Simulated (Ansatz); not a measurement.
Zincblende HgSe, relaxed with r2SCAN in Ansatz: space group F-43m (No. 216), cubic; a = 6.185 Å in the conventional setting, 29.58 Å³ an atom. Hg is surrounded by 4 Se at 2.68 Å; Se is surrounded by 4 Hg at 2.68 Å. The cell was then strained (x, y and z are the cube axes), with the atoms relaxed again; stress is positive in compression. Calculated for a static, non-magnetic cell.

- Uniaxial +1.12 % along z, other directions held: r2SCAN's stress changes by -0.65 GPa along the strain and -0.49 GPa across it.
- Epitaxial strain of -0.5 % in the (001) plane: the free normal strain is +0.78 % and the in-plane stress changes by +0.17 GPa.
- Uniaxial strain of +1.0 % along [111], atoms relaxed: the xy stress changes by -0.141 GPa.

Task: Estimate C₁₁, C₁₂ and the bulk modulus from the uniaxial step.

Result: With compression positive, C₁₁ ≈ −Δσ∥/ε = (+0.65)/(+0.0112) = 58 GPa and C₁₂ ≈ (+0.49)/(+0.0112) = 44 GPa; B = (C₁₁ + 2C₁₂)/3 = 49 GPa. A one-sided step carries third-order terms: it reads low by some per cent.

Task: What do the film's normal strain and stress say about the elastic constants?

Result: ε⊥/ε∥ = (+0.0078)/(-0.0050) = -1.56, which linear elasticity sets to −2C₁₂/C₁₁ = -1.51 from the uniaxial step. The biaxial modulus is M = −Δσ/ε∥ = 34 GPa (C₁₁ + C₁₂ − 2C₁₂²/C₁₁ = 36 GPa).

Task: How much elastic energy does the film store, with 29.58 Å³ an atom?

Result: u = M ε∥² = −Δσ ε∥ = -0.17 × (-0.0050) = 0.0009 GPa, and 1 GPa Å³ is 6.2415 meV: 0.16 meV an atom. The total energies of the two runs differ by 0.14 meV an atom.

Task: Estimate C₄₄.

Result: A strain ε along [111] has ε_xy = ε/3 = +0.00333, an engineering shear of 2ε/3, so C₄₄ ≈ −Δσ_xy/(2ε/3) = 21 GPa, atoms relaxed.
